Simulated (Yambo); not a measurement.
NaCl in Yambo: convergence with bands in self energy

Crystal: NaCl.

```
Cl Na
1.0
     0.00000    2.79406    2.79406
     2.79406    0.00000    2.79406
     2.79406    2.79406    0.00000
Cl Na
1 1
Direct
  0.50000 0.50000 0.50000
  0.00000 0.00000 0.00000
```

The cell is a database's computed one.

* Program: Yambo 5.3.0
* Task: G0W0 quasiparticle levels
* Functional: LDA
* Potentials or basis: PseudoDojo 0.4.1 SR LDA standard
* Cutoff: 1197 eV
* Density cutoff: 4789 eV
* k mesh: 6 × 6 × 6
* Occupations: fixed
* Spin: no spin polarisation
* k mesh of the self-consistent run: 8 × 8 × 8
* Form of the LDA: PW92
* Random integration of the Coulomb term: yes
* Direction of the field or of q to 0: x + y + z
* Broadening: 0.1 eV
* States corrected: Γ and the k points of the band edges
* Frequency dependence of W: plasmon pole
* Terminator of the band sum in the self-energy: none
* Quasiparticle equation: linearised (Newton)
* Imaginary frequency of the plasmon-pole fit: 27.2114 eV
* Bands in the response: 158
* Bands in the self-energy: 28
* Cutoff of the response matrix: 6 Ry
* Cutoff of exchange and Vxc: 88 Ry
* Bands corrected (first, last): [8, 10]

These are the settings of the first run; the series varies bands in self energy, with any setting tied to it.

Task: The values tried are 28, 48, 88, 158, loosest first. From which on does the quasiparticle gap at the points computed stay within 0.05 eV of the tightest run that finished?

Result: From 88 on.

| bands in self energy | quasiparticle gap at the points computed (eV) |
| --- | --- |
| 28 | 7.849 |
| 48 | 7.907 |
| 88 | 7.958 |
| 158 | 7.981 |

The tightest run that finished is the yardstick and may itself not be fully converged.

Caveat, for the tightest run too: this version prints the column dSc/dw multiplied by 27.2.
